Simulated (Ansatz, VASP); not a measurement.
GaN: VASP and Ansatz over several settings

```xyz
2
Lattice="0.0000 2.1352 2.1352 2.1352 0.0000 2.1352 2.1352 2.1352 0.0000" Properties=species:S:1:pos:R:3 pbc="T T T"
Ga    0.0000    0.0000    0.0000
N     2.1352    2.1352    2.1352
```

Measurements of this composition are mostly on another form, of space group No. 186.

Single points on this cell with VASP 6.6.1 and Ansatz 0.2.0. Each row is one pair of runs. Alike in all rows: spin: off; k mesh: 11 × 11 × 11; VASP's potentials, cutoff: VASP PAW PBE potentials, release 64 (Ga_d, N), 520 eV; Ansatz's potentials, cutoff: Ansatz PAW, 420 eV.

```tsv
level	smearing	gap on the k mesh at the Fermi level (eV), VASP	gap on the k mesh at the Fermi level (eV), Ansatz	least direct gap on the mesh (eV), VASP	least direct gap on the mesh (eV), Ansatz	pressure (GPa), VASP	pressure (GPa), Ansatz
PBE	gaussian, width 0.014 eV	0.54	0.55	2.37	2.36	0.4	-0.3
PBE	gaussian, width 0.016 eV	0.54	0.55	2.37	2.36	0.4	-0.3
PBE	gaussian, width 0.02 eV	0.54	0.55	2.37	2.36	0.4	-0.3
PBE	gaussian, width 0.022 eV	0.54	0.55	2.37	2.36	0.4	-0.3
PBE	gaussian, width 0.023 eV	0.54	0.55	2.37	2.36	0.4	-0.3
PBE	gaussian, width 0.025 eV	0.54	0.55	2.37	2.36	0.4	-0.3
PBE	gaussian, width 0.026 eV	0.54	0.55	2.37	2.36	0.4	-0.3
PBE	gaussian, width 0.011 eV	0.54	0.55	2.37	2.36	0.4	-0.3
```

Gap on the k mesh at the fermi level (eV): the two programs differ by at most 0.009; least direct gap on the mesh (eV): the two programs differ by at most 0.003; pressure (GPa): the two programs differ by at most 0.76.

Caveats: an odd mesh through Γ misses points on the zone boundary, where band edges often lie (VASP); odd divisions of the mesh miss points on the zone boundary, where band edges often lie, so the gap on the mesh can be too wide (Ansatz); the pressure holds a Pulay correction of +0.6 GPa for the finite cutoff (Ansatz).
